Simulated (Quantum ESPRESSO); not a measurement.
La2O3 under changes of volume

One of the cells (22.446 Å³/atom); the others are scaled copies at fixed shape and fractional positions:

```
CELL_PARAMETERS angstrom
6.26678 0.00000 0.00000
-3.13339 5.42719 0.00000
0.00000 0.00000 3.29977
ATOMIC_POSITIONS crystal
La 0.66667 0.33333 0.50000
La 0.33333 0.66667 0.50000
O 0.50801 0.00000 0.00000
O 0.00000 0.50801 0.00000
O 0.49199 0.49199 0.00000
```

The cell comes from a database or a generator and needn't be the stable form of this composition.

- Program: Quantum ESPRESSO 7.5
- Functional: PBEsol
- Potentials or basis: GBRV 1.5 PBEsol
- Cutoff: 612 eV
- Density cutoff: 4898 eV
- k mesh: 5 × 5 × 8
- Occupations: fermi-dirac, width 0.05 eV
- Spin: no spin polarisation

```tsv
volume (Å³/atom)	energy over the lowest point (meV/atom)	pressure (GPa)	gap on the mesh (eV)	largest force (eV/Å)
21.099	?	?	?	?
21.548	7.21	3.5	1.24	0.038
21.997	0.55	1.2	1.36	0.050
22.446	0.00	-0.9	1.46	0.060
22.895	4.90	-2.7	1.56	0.070
23.344	14.72	-4.4	1.66	0.078
23.792	28.95	-5.8	1.74	0.086
```

Question: What does the run at 21.099 Å³/atom give?

Answer: Energy over the lowest point 20.64 meV/atom; pressure 6.0 GPa; gap on the mesh 1.11 eV; largest force 0.026 eV/Å.

Worked out: A Birch-Murnaghan fit of order 3 (a polynomial in V^(-2/3)) to the other rows has its minimum at 22.26 Å³/atom with B0 = V·E''(V) = 101 GPa and B' = 4.3 at fixed shape and positions, which overstates the stiffness. It gives 20.63 meV/atom at 21.099 Å³/atom, against the run's 20.64, and -dE/dV = 6.1 GPa, against 6.0. A straight line through the other rows of the gap, of slope 5.05 eV per unit of ln V, extrapolates to 1.14 eV, against the run's 1.11.

Energies are extrapolated to zero smearing.

Caveats: spin-orbit coupling is left out, which moves the levels of the heavy elements; an odd mesh through Γ misses points on the zone boundary, where band edges often lie.
